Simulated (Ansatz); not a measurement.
Crystal: V.

```
CELL_PARAMETERS angstrom
2.60429 0.00000 0.00000
-1.30215 2.25538 0.00000
0.00000 0.00000 4.72334
ATOMIC_POSITIONS crystal
V 0.33333 0.66667 0.25000
V 0.66667 0.33333 0.75000
```

This isn't the form of V at room conditions, which is bcc.

* Program: Ansatz 0.2.0
* Task: relaxation of cell and atoms
* Functional: PBE
* Dispersion: D3(BJ)-ATM
* Potentials or basis: Ansatz PAW
* Cutoff: 420 eV (not typed: the program's choice for these potentials)
* k mesh: 12 × 12 × 6
* Occupations: fermi-dirac, width 0.05 eV
* Spin: collinear spin, ferromagnetic start
* Starting moments: [2.0, 2.0] μB

At the start: volume 13.87 Å³/atom.

Question: Where does the relaxation end?

Answer: It ends after 6 steps and the volume is 13.33 Å³/atom (-3.9 %); space group P6_3/mmc (No. 194, to 0.05 Å); moment 0.00 μB per cell.

The path:
| step | energy change (eV) | largest force (eV/Å) | volume (Å³) |
| --- | --- | --- | --- |
| 1 | 0.0000 | 0.0000 | 27.74 |
| 2 | -0.0204 | 0.0000 | 26.33 |
| 3 | -0.0245 | 0.0000 | 26.72 |
| 4 | -0.0247 | 0.0000 | 26.69 |
| 5 | -0.0247 | 0.0000 | 26.67 |
| 6 | -0.0242 | 0.0000 | 26.67 |

Final structure:
```
V
1.0
     2.57494    0.00000    0.00000
    -1.28747    2.22996    0.00000
     0.00000    0.00000    4.64440
V
2
Direct
  0.33333 0.66667 0.25000
  0.66667 0.33333 0.75000
```

Caveat: the plane-wave basis is chosen anew once the cell has moved, so the energies of steps on either side of that aren't comparable; pairwise dispersion overbinds metals, which lowers pressure and volume; the starting moments weren't kept.
